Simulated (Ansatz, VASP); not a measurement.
**Two plane-wave programs on Cu**

```xyz
2
Lattice="0.0000 2.6736 2.6736 2.6736 0.0000 2.6736 2.6736 2.6736 0.0000" Properties=species:S:1:pos:R:3 pbc="T T T"
Cu    0.6684    0.6684    0.6684
Cu    4.6787    4.6787    4.6787
```

Alike in both runs: task single point; functional LDA; k mesh 12 × 12 × 12; occupations fermi-dirac, width 0.1 eV; no spin polarisation.

|  | VASP | Ansatz |
| --- | --- | --- |
| version | VASP 6.6.1 | Ansatz 0.2.0 |
| potentials or method | VASP PAW LDA potentials, release 64 (Cu) | plane waves (420 eV) with PAW, scalar-relativistic |
| plane-wave cutoff (eV) | 520 | 420 |
| valence electrons in the cell | 22 | 38 |

|  | VASP | Ansatz | Ansatz less VASP |
| --- | --- | --- | --- |
| pressure (GPa) | -6.6 | -6.7 | -0.15 |

The two sets of potentials don't hold the same shells in valence. Ansatz warned: «pseudo_functional_mismatch».
